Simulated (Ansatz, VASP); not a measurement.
## One calculation of InP, two programs

```
CELL_PARAMETERS angstrom
0.00000 2.95357 2.95357
2.95357 0.00000 2.95357
2.95357 2.95357 0.00000
ATOMIC_POSITIONS crystal
In 0.00000 0.00000 0.00000
P 0.25000 0.25000 0.25000
```

Alike in both runs: functional r2SCAN; k mesh 8 × 8 × 8; no spin polarisation.

Ansatz relaxed the structure, and its values are those at the end. VASP's run is a single point on that final structure, the one shown.

|  | VASP | Ansatz |
| --- | --- | --- |
| version | VASP 6.6.1 | Ansatz 0.2.0 |
| potentials or method | VASP PAW PBE potentials, release 64 (In_d, P) | scalar-relativistic, plane waves, PAW |
| plane-wave cutoff (eV) | 520 | 500 |
| occupations | gaussian, width 0.01 eV | fixed |
| valence electrons in the cell | 18 | 18 |

Ansatz gave:

* gap on the k mesh at the Fermi level (eV): 1.03
* least direct gap on the mesh (eV): 1.03
* pressure (GPa): 0.0

Q: Estimate VASP's values.

A: gap on the k mesh at the Fermi level (eV): 1.03; least direct gap on the mesh (eV): 1.03; pressure (GPa): -0.1.

Caveats: the PAW data sets were made with another functional, which shifts forces and pressure a little (VASP); spin-orbit coupling is left out, which moves the levels of the heavy elements.
